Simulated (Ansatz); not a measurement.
The geometry is COD entry 2102244, unchecked; take it as a test cell.

Below is the log of a run of Ansatz 0.2.0.

```
W: projections on atomic orbitals take those of the free atom 1s2 2s2 2p6 3s2 3p6 3d10 4s2 4p6 4d10 4f14 5s2 5p6 5d4 6s2, of charge +0.00 (hamiltonian.pseudopotentials.projection_atoms)
C: projections on atomic orbitals take those of the free atom 1s2 2s2 2p2, of charge +0.00 (hamiltonian.pseudopotentials.projection_atoms)
LAPW: plane waves up to 9.782 Å⁻¹, error target 5.0e-4 eV per atom; small_component_spin mean_spin; C in spheres of 0.905 Å, 6 of its electrons in bands, Dirac shells []; W in spheres of 1.287 Å, 44 of its electrons in bands, Dirac shells []
Engine: ansatz 0.2.0
Pseudopotentials: kind: all_electron
Pseudopotential: W, LAPW, valence charge 44, Koelling and Harmon's equation, gaussian nucleus
Pseudopotential: C, LAPW, valence charge 6, Koelling and Harmon's equation, gaussian nucleus
Functional definition: PBE
  parameter kappa = 0.804
  parameter beta = 0.06672455060314922
  exchange = pbe_x(kappa = kappa, mu = beta*pi^2/3)
  correlation = pbe_c(beta = beta)
Crystal: 2 atoms, lattice volume = 20.612 Å³
Basis set: ecut = 364.6045504668567 eV, 327 PW (Γ), exchange–correlation at level 2
Bands: 30, of which v1, the nominal top of the filled ones, is band 25 counted from 1 (24 counted from 0)
Symmetry: 12 space group operations
Space group: P-6m2 (ITA 187), of the structure as read, at distance tolerance 2.7e-5 Å
k-points: 168 of 2548 (time reversal used)
Non-local potential: W, projectors of the file, none
Non-local potential: C, projectors of the file, none
Initial density: superposition of atomic densities (chi_scale 0.1, normalization cell, long waves kept (reshape's long-wave potential 0.00 eV rms))
Initial wavefunctions: plane waves of lowest kinetic energy (no species holds an atomic orbital)
Functional: x = pbe(κ = 0.804, μ = 0.2195149727645171), c = pbe(β = 0.06672455060314922)
iter 1 solved again at ethr=8.05e-3 eV; its pass at ethr=1.00e-1 eV (dr2=4.02e0 eV) is discarded
SCF iter   1: F=—  HF=-440240.904286 eV  |F-HF|=—  |Δ(HF+E_count)|=         —  Δρ=1.27e-1  dr2=4.02e0  ethr=8.05e-3  ⟨swp⟩=2.0  Hψ=31218  notcnv=0
preconditioner: auto → none  [metal: Δε(μ)=0.041 eV  Ē_g=27.592 eV  σ=0.050 eV  W_gap=0.20  n_scr=8 (ndim 8)  ℏωp=44.8 eV  f_vac=0.000  D(μ)=0.17/eV (n_scr^D=0)  sad-step TF]
iter 2 solved again at ethr=2.77e-4 eV; its pass at ethr=8.05e-3 eV (dr2=1.39e-1 eV) is discarded
SCF iter   2: F=—  HF=-440239.392232 eV  |F-HF|=—  |Δ(HF+E_count)|=    1.51e0  Δρ=2.66e-2  dr2=1.39e-1  ethr=2.77e-4  ⟨swp⟩=2.0  Hψ=25961  notcnv=0
SCF iter   3: F=—  HF=-440239.364409 eV  |F-HF|=—  |Δ(HF+E_count)|=         —  Δρ=1.21e-2  dr2=1.40e-2  ethr=2.77e-4  ⟨swp⟩=2.2  Hψ=15515  notcnv=0
the basis was enlarged: its passes take 504.4 KiB over the memory plan, 1 of 1 planned eigensolver slots
SCF iter   4: F=—  HF=-440239.369381 eV  |F-HF|=—  |Δ(HF+E_count)|=   4.97e-3  Δρ=4.08e-3  dr2=1.55e-3  ethr=2.80e-5  ⟨swp⟩=2.9  Hψ=15415  notcnv=0
SCF iter   5: F=—  HF=-440239.365614 eV  |F-HF|=—  |Δ(HF+E_count)|=   3.77e-3  Δρ=1.53e-3  dr2=3.00e-4  ethr=3.09e-6  ⟨swp⟩=2.9  Hψ=15268  notcnv=0
SCF iter   6: F=—  HF=-440239.365609 eV  |F-HF|=—  |Δ(HF+E_count)|=   4.23e-6  Δρ=1.28e-4  dr2=2.18e-6  ethr=6.01e-7  ⟨swp⟩=2.1  Hψ=14687  notcnv=0
SCF iter   7: F=—  HF=-440239.365609 eV  |F-HF|=—  |Δ(HF+E_count)|=   7.15e-8  Δρ=3.26e-5  dr2=1.49e-7  ethr=4.36e-9  ⟨swp⟩=3.0  Hψ=15101  notcnv=0
SCF iter   8: F=-440239.365609 eV  HF=-440239.365609 eV  |F-HF|=7.57e-10  |Δ(HF+E_count)|=   3.11e-8  Δρ=4.62e-6  dr2=2.22e-9  ethr=2.98e-10  ⟨swp⟩=2.9  Hψ=15121  notcnv=0
SCF 1 converged in 8 iterations: F = -440239.365609 eV  dr2 = 2.22e-9
NSCF: frozen V_eff on 65 k-points
SCF converged after 8 iterations
Free energy (F): -440239.365609 eV
Harris-Foulkes:  -440239.365609 eV  (|F-HF|=7.57e-10)
Internal energy: -440239.363037 eV  (E = F + TS)
E sigma→0 (E₀):  -440239.364323 eV
Entropy (-TS):   -0.002572 eV (-1.286 meV/atom)
Fermi energy:    25.859313 eV
--- Per-component energies (eV) ---
  E_band       = -4896.333918
  E_kinetic    = 492920.348134
  E_xc         = -8981.480587
  E_electrostatic = -924178.230584  (all electrons and nuclei)
  E_smearing   = -0.002572  (= −TS)
  E_closure    = 0.000000  (closes the sum)
  E_atoms      = -440218.421447  (free atoms, spherical and without spin; not in F)
  Σ components = -440239.365609   (vs F -440239.365609, Δ=0.00e0)
  Basis errors (estimates in eV, not in F): energy 1.8e-4 per atom: plane waves 1.6e-4 (8.8e-5 summed), levels above the bands 2.6e-103, relativity 1.9e-8, radial functions 2.2e-5, core shells 1.8e-7; eigenvalues (radial functions only) 1.2e-6; not estimated: angular momenta, meshes, grids; target (lapw.basis_error) 5.0e-4; muffin-tin radii C 0.905 Å, W 1.287 Å
--- Forces (eV/Å), atoms counted from 1 ---
  atom   1  W     -0.00000000     0.00000000     0.00000000
  atom   2  C      0.00000000     0.00000000     0.00000000
  max |Σ_I F_I| component: 9.25e-17 eV/Å
--- Stress (GPa, compression-positive) ---
        8.312604       0.000000       0.000000
       -0.000000       8.312604       0.000000
        0.000000       0.000000       9.102236
  P = ⅓ Tr σ = 8.5758 GPa (85.758 kbar)
--- Band table (eV; the first three rows and the last of 168) ---
  k-point 0: bands = ["-392.0004", "-392.0004", "-391.9958", "-239.3841", "-207.0630", "-207.0630", "-207.0584", "-207.0584", "-207.0468", "-48.0613", "-12.0815", "-11.9784", "-11.9784", "-2.2525", "-2.2434", "-2.2434", "-2.2341", "-2.2341", "-2.2213", "-2.2086", "11.3650", "21.5126", "22.4921", "22.4921", "25.9546", "29.1319", "29.1319", "31.5138", "31.5138", "32.2810"]
  k-point 1: bands = ["-392.0004", "-392.0004", "-391.9958", "-239.3841", "-207.0630", "-207.0630", "-207.0584", "-207.0584", "-207.0468", "-48.0589", "-12.1275", "-11.9744", "-11.9744", "-2.2525", "-2.2439", "-2.2439", "-2.2330", "-2.2330", "-2.2232", "-2.2086", "11.5115", "21.4431", "22.5585", "22.5585", "25.9330", "28.6208", "28.6208", "31.8188", "31.8188", "32.3946"]
  k-point 2: bands = ["-392.0004", "-392.0004", "-391.9958", "-239.3841", "-207.0630", "-207.0630", "-207.0584", "-207.0584", "-207.0468", "-48.0522", "-12.2535", "-11.9634", "-11.9634", "-2.2523", "-2.2450", "-2.2450", "-2.2303", "-2.2303", "-2.2282", "-2.2085", "11.9353", "21.1310", "22.7498", "22.7498", "26.0560", "27.6531", "27.6531", "32.1191", "32.1191", "32.7032"]
  k-point 167: bands = ["-392.0004", "-392.0004", "-391.9958", "-239.3841", "-207.0630", "-207.0630", "-207.0584", "-207.0584", "-207.0468", "-47.9535", "-12.6383", "-12.5216", "-12.3912", "-2.2473", "-2.2433", "-2.2413", "-2.2366", "-2.2282", "-2.2257", "-2.2216", "14.8632", "18.6978", "20.4084", "24.1085", "25.1933", "30.3259", "32.2969", "33.2949", "35.2333", "35.6991"]
--- Löwdin populations: 2 sites ---
  site symbol       q [e]
     0      W     73.1984
     1      C      6.7241
  spilling = 0.000969 (of n_electrons = 80.000000)
```

The cell and starting positions:

```
CELL_PARAMETERS angstrom
2.90050 0.00000 0.00000
-1.45025 2.51191 0.00000
0.00000 0.00000 2.82900
ATOMIC_POSITIONS crystal
W 0.00000 0.00000 0.00000
C 0.66667 0.33333 0.50000
```

Parts of the input that the log doesn't repeat:

```yaml
  band_path:
    path:
      - [0.0, 0.0, 0.0]
      - [0.5, 0.0, 0.0]
      - [0.3333333333, 0.3333333333, 0.0]
      - [0.0, 0.0, 0.0]
      - [0.0, 0.0, 0.5]
      - [0.5, 0.0, 0.5]
      - [0.3333333333, 0.3333333333, 0.5]
      - [0.0, 0.0, 0.5]
      - [0.5, 0.0, 0.5]
    npoints: 8
output:
  forces: true
  stress: true
  eigenvalues: true
  populations: true
  dos: { projected: true, de: 0.2, e_range: [-14, 8] }
```

Q: Write the input that produced this log.

A: 
```yaml
crystal:
  lattice:
    - [2.900501436, 0.0, 0.0]
    - [-1.450250718, 2.5119079273, 0.0]
    - [0.0, 0.0, 2.829]
  atoms:
    - { symbol: W, position: [0.0, 0.0, 0.0] }
    - { symbol: C, position: [0.6666666667, 0.3333333333, 0.5] }
kpoints:
  mp_grid: { grid: [14, 14, 13] }
  band_path:
    path:
      - [0.0, 0.0, 0.0]
      - [0.5, 0.0, 0.0]
      - [0.3333333333, 0.3333333333, 0.0]
      - [0.0, 0.0, 0.0]
      - [0.0, 0.0, 0.5]
      - [0.5, 0.0, 0.5]
      - [0.3333333333, 0.3333333333, 0.5]
      - [0.0, 0.0, 0.5]
      - [0.5, 0.0, 0.5]
    npoints: 8
scf:
  occupations: { method: fermi_dirac, width: 0.05 }
hamiltonian:
  xc: pbe
  pseudopotentials: { kind: all_electron, lapw: { basis_error: 0.0005 } }
output:
  forces: true
  stress: true
  eigenvalues: true
  populations: true
  dos: { projected: true, de: 0.2, e_range: [-14, 8] }
```
This is the input that was run; digits and keys that the log doesn't show could differ in an equivalent one.
